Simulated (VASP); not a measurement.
# Zr3B5 (Pm-3m) in VASP: further runs

The runs below take Zr3B5 through single point, relaxation of cell and atoms, with PBE.

Everything below comes from runs of VASP 6.6.1. Logs are shortened: lines on timing, memory, paths and dates and some standing lists are left out, and cuts for length are marked.

## (1) The cell of the first run

It takes space group Pm-3m (No. 221, cubic). Conventional cell: a = 4.802 Å, b = 4.802 Å, c = 4.802 Å, α = 90.00°, β = 90.00°, γ = 90.00°. Around Zr (site symmetry 4/mmm) lie 6 B at 2.40 Å. B (site symmetry 4/mmm) has 4 Zr at 2.40 Å and 2 B at 2.40 Å as nearest neighbours. B (site symmetry m-3m) has 6 B at 2.40 Å as nearest neighbours. B (site symmetry m-3m) is surrounded by 6 Zr at 2.40 Å.

The cell was built by a generator and needn't be a form met in nature.

## (2) Single point, PBE (random cell by space group and Wyckoff sites (Pm-3m, No. 221))

Contents of INCAR:

```
ALGO = Normal ; EDIFF = 1E-6
ENCUT = 520 ; GGA = PE
ISIF = 2 ; ISMEAR = 0
LASPH = T ; LCHARG = F
LREAL = F ; LWAVE = F
NBANDS = 36 ; NELM = 60
PREC = Accurate ; SIGMA = 0.1
```

Contents of KPOINTS:

```
k-points
0
Gamma
  8 8 8
```

Contents of POSCAR:

```
Zr3B5
1.0
    4.8021625722      0.0000000000      0.0000000000
    0.0000000000      4.8021625722      0.0000000000
    0.0000000000      0.0000000000      4.8021625722
Zr B
3 5
Direct
    0.5000000000      0.0000000000      0.0000000000
    0.0000000000      0.5000000000      0.0000000000
    0.0000000000      0.0000000000      0.5000000000
    0.0000000000      0.5000000000      0.5000000000
    0.5000000000      0.0000000000      0.5000000000
    0.5000000000      0.5000000000      0.0000000000
    0.5000000000      0.5000000000      0.5000000000
    0.0000000000      0.0000000000      0.0000000000
```

Potentials or basis: VASP PAW PBE potentials, release 64 (Zr_sv, B).

The run is started by

```
> cat potpaw_PBE.64/Zr_sv/POTCAR potpaw_PBE.64/B/POTCAR > POTCAR
> mpirun -np 1 vasp_std > vasp.out
```

OUTCAR:

```text
EDIFF = 1E-6
   ENCUT = 520
   GGA = PE
   ISIF = 2
   ISMEAR = 0
   LASPH = T
   LREAL = F
   NELM = 60
   PREC = Accurate

 ion  position               nearest neighbor table
   1  0.500  0.000  0.000-   5 2.40   6 2.40   8 2.40   5 2.40   6 2.40   8 2.40   3 3.40   2 3.40
                             2 3.40   2 3.40   3 3.40   3 3.40   3 3.40   2 3.40
   2  0.000  0.500  0.000-   4 2.40   6 2.40   8 2.40   4 2.40   8 2.40   6 2.40   3 3.40   1 3.40
                             3 3.40   1 3.40   3 3.40   1 3.40   3 3.40   1 3.40
   3  0.000  0.000  0.500-   4 2.40   5 2.40   8 2.40   8 2.40   4 2.40   5 2.40   2 3.40   2 3.40
                             2 3.40   1 3.40   2 3.40   1 3.40   1 3.40   1 3.40
   4  0.000  0.500  0.500-   2 2.40   3 2.40   2 2.40   3 2.40
   5  0.500  0.000  0.500-   1 2.40   3 2.40   1 2.40   3 2.40
   6  0.500  0.500  0.000-   1 2.40   2 2.40   1 2.40   2 2.40
   7  0.500  0.500  0.500-
   8  0.000  0.000  0.000-   1 2.40   2 2.40   3 2.40   3 2.40   2 2.40   1 2.40

  LATTYP: Found a simple cubic cell.
 ALAT       =     4.8021625722

  Lattice vectors:

 A1 = (   4.8021625722,   0.0000000000,   0.0000000000)
 A2 = (   0.0000000000,   4.8021625722,   0.0000000000)
 A3 = (   0.0000000000,   0.0000000000,   4.8021625722)

Analysis of symmetry for initial positions (statically):
=====================================================================
 Subroutine PRICEL returns:
 Original cell was already a primitive cell.

 Routine SETGRP: Setting up the symmetry group for a
 simple cubic supercell.

 Subroutine GETGRP returns: Found 48 space group operations
 (whereof 48 operations were pure point group operations)
 out of a pool of 48 trial point group operations.

The static configuration has the point symmetry O_h .

Analysis of symmetry for dynamics (positions and initial velocities):
=====================================================================
 Subroutine PRICEL returns:
 Original cell was already a primitive cell.

 Routine SETGRP: Setting up the symmetry group for a
 simple cubic supercell.

 Subroutine GETGRP returns: Found 48 space group operations
 (whereof 48 operations were pure point group operations)
 out of a pool of 48 trial point group operations.

The dynamic configuration has the point symmetry O_h .

 Subroutine INISYM returns: Found 48 space group operations
 (whereof 48 operations are pure point group operations),
 and found     1 'primitive' translations

----------------------------------------------------------------------------------------

                                     Primitive cell

  volume of cell :     110.7415

  direct lattice vectors                    reciprocal lattice vectors
     4.802162572  0.000000000  0.000000000     0.208239514  0.000000000  0.000000000
     0.000000000  4.802162572  0.000000000     0.000000000  0.208239514  0.000000000
     0.000000000  0.000000000  4.802162572     0.000000000  0.000000000  0.208239514

  length of vectors
     4.802162572  4.802162572  4.802162572     0.208239514  0.208239514  0.208239514

  position of ions in fractional coordinates (direct lattice)
     0.500000000  0.000000000  0.000000000
     0.000000000  0.500000000  0.000000000
     0.000000000  0.000000000  0.500000000
     0.000000000  0.500000000  0.500000000
     0.500000000  0.000000000  0.500000000
     0.500000000  0.500000000  0.000000000
     0.500000000  0.500000000  0.500000000
     0.000000000  0.000000000  0.000000000

  ion indices of the primitive-cell ions
   primitive index   ion index
                 1           1
                 2           2
                 3           3
                 4           4
                 5           5
                 6           6
                 7           7
                 8           8

----------------------------------------------------------------------------------------

 KPOINTS: k-points

Automatic generation of k-mesh.
 Grid dimensions read from file:
 generate k-points for:    8    8    8

 Generating k-lattice:

  Cartesian coordinates                     Fractional coordinates (reciprocal lattice)
     0.026029939  0.000000000  0.000000000     0.125000000  0.000000000  0.000000000
     0.000000000  0.026029939  0.000000000     0.000000000  0.125000000  0.000000000
     0.000000000  0.000000000  0.026029939     0.000000000  0.000000000  0.125000000

  Length of vectors
     0.026029939  0.026029939  0.026029939

  Shift w.r.t. Gamma in fractional coordinates (k-lattice)
     0.000000000  0.000000000  0.000000000

 Subroutine IBZKPT returns following result:
 ===========================================

 Found     35 irreducible k-points:

 Following reciprocal coordinates:
            Coordinates               Weight
  0.000000  0.000000  0.000000      1.000000
  0.125000  0.000000  0.000000      6.000000
  0.250000  0.000000  0.000000      6.000000
  0.375000  0.000000  0.000000      6.000000
  0.500000  0.000000  0.000000      3.000000
  0.125000  0.125000  0.000000     12.000000
[... 16 lines left out ...]
  0.375000  0.375000  0.125000     24.000000
  0.500000  0.375000  0.125000     24.000000
 [... further k-points ...]
   k-points           NKPTS =     35   k-points in BZ     NKDIM =     35   number of bands    NBANDS=     36
   number of dos      NEDOS =    301   number of ions     NIONS =      8
   total plane-waves  NPLWV =  46656
   dimension x,y,z NGX =    36 NGY =   36 NGZ =   36
   dimension x,y,z NGXF=    72 NGYF=   72 NGZF=   72
   ions per type =               3   5
   NGX,Y,Z   is equivalent  to a cutoff of  12.46, 12.46, 12.46 a.u.
   NGXF,Y,Z  is equivalent  to a cutoff of  24.93, 24.93, 24.93 a.u.
 SYSTEM =  unknown system
   PREC   = accura    normal or accurate (medium, high low for compatibility)
   ISTART =      0    job   : 0-new  1-cont  2-samecut
   ICHARG =      2    charge: 1-file 2-atom 10-const
   ISPIN  =      1    spin polarized calculation?
   LNONCOLLINEAR =      F non collinear calculations
   LSORBIT =      F    spin-orbit coupling
   LASPH  =      T    aspherical Exc in radial PAW
   ENCUT  =  520.0 eV  38.22 Ry    6.18 a.u.   8.93  8.93  8.93*2*pi/ulx,y,z
   NELM   =     60;   NELMIN=  2; NELMDL= -5     # of ELM steps
   EDIFF  = 0.1E-05   stopping-criterion for ELM
   LREAL  =      F    real-space projection
   EDIFFG = 0.1E-04   stopping-criterion for IOM
   NSW    =      0    number of steps for IOM
   IBRION =     -1    ionic relax: 0-MD 1-quasi-New 2-CG
   NFREE  =      0    steps in history (QN), initial steepest desc. (CG)
   ISIF   =      2    stress and relaxation
   ISYM   =      2    0-nonsym 1-usesym 2-fastsym
   POTIM  = 0.5000    time-step for ionic-motion
   TEBEG  =    0.0;   TEEND  =   0.0 temperature during run
   PSTRESS=    0.0 pullay stress
   NELECT =      51.0000    total number of electrons
   NUPDOWN=      -1.0000    fix difference up-down
   EMIN   =  10.00;   EMAX   =-10.00  energy-range for DOS
   EFERMI =   0.00;   METHOD = LEGACY
   ISMEAR =     0;   SIGMA  =   0.10  broadening in eV -4-tet -1-fermi 0-gaus
   EFERMI_NEDOS =   21; number of points for ismear=-14 and -15
   IALGO  =     38    algorithm
   IMIX   =      4    mixing-type and parameters
     AMIX     =   0.40;   BMIX     =  1.00
     AMIX_MAG =   1.60;   BMIX_MAG =  1.00
  volume/ion in A,a.u.               =      13.84        93.42
  Fermi-wavevector in a.u.,A,eV,Ry     =   1.264236  2.389059 21.746080  1.598292
  Thomas-Fermi vector in A             =   2.397551
   LORBIT       =      0    0 simple, 1 ext, 2 COOP (PROOUT), +10 PAW based schemes
   GGA     = PE    functional components
   LHFCALC =     F    Hartree Fock is set to
   AEXX    =    0.0000 exact exchange contribution
   IVDW    =     0    specifies the selected vdW correction
   LEPSILON=     F    determine dielectric tensor
   LRPA    =     F    only Hartree local field effects (RPA)
 non-spin polarized calculation
 Gauss-broadening in eV      SIGMA  =   0.10
  energy-cutoff  :      520.00
  volume of cell :      110.74
 maximum number of plane-waves:      3016
 NGX is ok and might be reduce to    36
   NGX = 17   NGY = 17   NGZ = 17

 number of electron      50.9999998 magnetization

 Free energy of the ion-electron system (eV)
  ---------------------------------------------------
  ext. energy  EPLUGINS =         0.00000000
  ---------------------------------------------------
  free energy    TOTEN  =       -54.44153438 eV

  energy without entropy =      -54.41839646  energy(sigma->0) =      -54.42996542

 E-fermi :   6.7582     XC(G=0): -11.2254

 val. band max:        6.7499056360   @ k =   0.5000   0.2500   0.2500
 cond. band min:       6.7621294049   @ k =   0.3750   0.2500   0.0000
 fundamental gap:      0.0122237689
 Fermi energy:         6.7581727614

 k-point     1 :       0.0000    0.0000    0.0000
  band No.  band energies     occupation
      1     -40.8310      2.00000
      2     -40.7543      2.00000
      3     -40.7543      2.00000
      4     -19.1408      2.00000
      5     -19.1408      2.00000
      6     -19.1408      2.00000
[... 28 lines left out ...]
     35      10.0552      0.00000
     36      10.3428      0.00000

 k-point     2 :       0.1250    0.0000    0.0000
  band No.  band energies     occupation
      1     -40.8284      2.00000
      2     -40.7569      2.00000
      3     -40.7543      2.00000
      4     -19.1318      2.00000
      5     -19.1318      2.00000
      6     -19.1277      2.00000
[... 28 lines left out ...]
     35      10.4209      0.00000
     36      10.4209      0.00000
[... 817 lines left out ...]
     35      11.5050      0.00000
     36      11.5277      0.00000

 k-point    24 :       0.5000    0.3750    0.1250
  band No.  band energies     occupation
      1     -40.7891      2.00000
      2     -40.7800      2.00000
      3     -40.7709      2.00000
      4     -19.1616      2.00000
      5     -19.0867      2.00000
      6     -19.0504      2.00000
[... 28 lines left out ...]
     35      11.4097      0.00000
     36      11.7887      0.00000

 [... further k-points ...]

------------------------ aborting loop because EDIFF is reached ----------------------------------------

  FORCE on cell =-STRESS in cart. coord.  units (eV):
  Direction    XX          YY          ZZ          XY          YZ          ZX
  --------------------------------------------------------------------------------------
  -------------------------------------------------------------------------------------
  Total        0.0506005      0.0506005      0.0506005      0.0000000      0.0000000     -0.0000000
  in kB        0.7320738      0.7320738      0.7320738      0.0000000      0.0000000     -0.0000000
  external PRESSURE =       0.7320738 kB  Pullay stress =       0.0000000 kB

 VOLUME and BASIS-vectors are now :
 -----------------------------------------------------------------------------
  energy-cutoff  :      520.00
  volume of cell :      110.74
      direct lattice vectors                 reciprocal lattice vectors
     4.802162572  0.000000000  0.000000000     0.208239514  0.000000000  0.000000000
     0.000000000  4.802162572  0.000000000     0.000000000  0.208239514  0.000000000
     0.000000000  0.000000000  4.802162572     0.000000000  0.000000000  0.208239514

 POSITION                                       TOTAL-FORCE (eV/Angst)
 -----------------------------------------------------------------------------------
      2.40108      0.00000      0.00000         0.000000      0.000000      0.000000
      0.00000      2.40108      0.00000         0.000000      0.000000      0.000000
      0.00000      0.00000      2.40108         0.000000      0.000000      0.000000
      0.00000      2.40108      2.40108         0.000000      0.000000      0.000000
      2.40108      0.00000      2.40108         0.000000      0.000000      0.000000
      2.40108      2.40108      0.00000         0.000000      0.000000      0.000000
      2.40108      2.40108      2.40108         0.000000      0.000000      0.000000
      0.00000      0.00000      0.00000         0.000000      0.000000      0.000000
 -----------------------------------------------------------------------------------
    total drift:                                0.000000     -0.000000     -0.000000

  FREE ENERGIE OF THE ION-ELECTRON SYSTEM (eV)
  ---------------------------------------------------
  free  energy   TOTEN  =       -54.4415343787 eV

  energy  without entropy=      -54.4183964601  energy(sigma->0) =      -54.42996542
```

Wall time 57 s (1 thread of Intel Xeon 6975P-C (Granite Rapids), shared host); peak memory 0.26 GiB.

Results:

* Free energy: -54.4415 eV
* Pressure: 0.1 GPa
* Band gap on the k mesh: none (metal or under the smearing width)

## (3) Relaxation of cell and atoms, PBE (random cell by space group and Wyckoff sites (Pm-3m, No. 221))

Contents of INCAR:

```
SYSTEM = Zr3B5
PREC     = Accurate       ! precision mode
ENCUT    = 600            ! plane-wave cutoff, eV
EDIFF    = 1E-6           ! SCF threshold, eV
ISMEAR   = 0              ! smearing method
SIGMA    = 0.1            ! smearing width, eV
LREAL    = .False.        ! projectors in reciprocal space
LASPH    = .True.         ! aspherical terms in the spheres
NELM     = 60             ! most SCF steps
ALGO     = Normal         ! electronic algorithm
ISIF     = 3              ! what is computed and relaxed
LWAVE    = .False.        ! write WAVECAR
LCHARG   = .False.        ! write CHGCAR
GGA      = PE             ! functional
IBRION   = 2              ! ionic algorithm
NSW      = 100            ! ionic steps
EDIFFG   = -0.01          ! ionic threshold
```

Contents of KPOINTS:

```
Automatic mesh
0
Gamma
  8 8 8
  0 0 0
```

Changes to POSCAR since step 2:

```diff
@@ -2,5 +2,5 @@
 1.0
-    4.8021625722      0.0000000000      0.0000000000
-    0.0000000000      4.8021625722      0.0000000000
-    0.0000000000      0.0000000000      4.8021625722
+    4.8010723598      0.0000000000      0.0000000000
+    0.0000000000      4.8010723598      0.0000000000
+    0.0000000000      0.0000000000      4.8010723598
 Zr B
```

Potentials or basis: VASP PAW PBE potentials, release 64 (Zr_sv, B).

The run is started by

```
> cat potpaw_PBE.64/Zr_sv/POTCAR potpaw_PBE.64/B/POTCAR > POTCAR
> mpirun -np 1 vasp_std > vasp.out
```

It took 1.7 min on 1 thread of Intel Xeon 6975P-C (Granite Rapids), shared host; peak memory 0.31 GiB.

Results (log left out):

```
Free energy                            : -54.4448 eV
Relaxed volume                         : 13.86 Å³/atom
Relaxed cell                           : a = 4.804 Å, b = 4.804 Å, c = 4.804 Å, α = 90.00°, β = 90.00°, γ = 90.00°
Space group after relaxing (to 0.05 Å) : Pm-3m (No. 221)
Energy gained by relaxing              : 0.0 meV/atom
Ionic steps                            : 2
Pressure after relaxing                : -0.1 GPa
Band gap on the k mesh                 : none (metal or under the smearing width)
```

Final structure:
```
Zr B
1.0
     4.80437    0.00000    0.00000
     0.00000    4.80437    0.00000
     0.00000    0.00000    4.80437
Zr B
3 5
Direct
  0.50000 0.00000 0.00000
  0.00000 0.50000 0.00000
  0.00000 0.00000 0.50000
  0.00000 0.50000 0.50000
  0.50000 0.00000 0.50000
  0.50000 0.50000 0.00000
  0.50000 0.50000 0.50000
  0.00000 0.00000 0.00000
```

Levels at points of the mesh, in eV from the Fermi level:
```csv
k point,band 22,band 23,band 24,band 25,band 26,band 27,band 28,band 29,band 30
"(0.00, 0.00, 0.00)",-0.44,-0.44,0.94,0.94,0.94,1.94,1.94,1.94,2.68
"(0.50, 0.00, 0.00)",-1.23,-0.68,-0.68,-0.01,0.59,0.59,1.82,1.90,1.90
"(0.50, 0.50, 0.00)",-1.28,-1.13,-1.13,-1.03,-0.38,-0.38,2.20,2.80,3.28
"(0.50, 0.50, 0.50)",-1.68,-1.68,-1.08,-1.08,-1.08,1.46,1.46,1.79,3.48
```
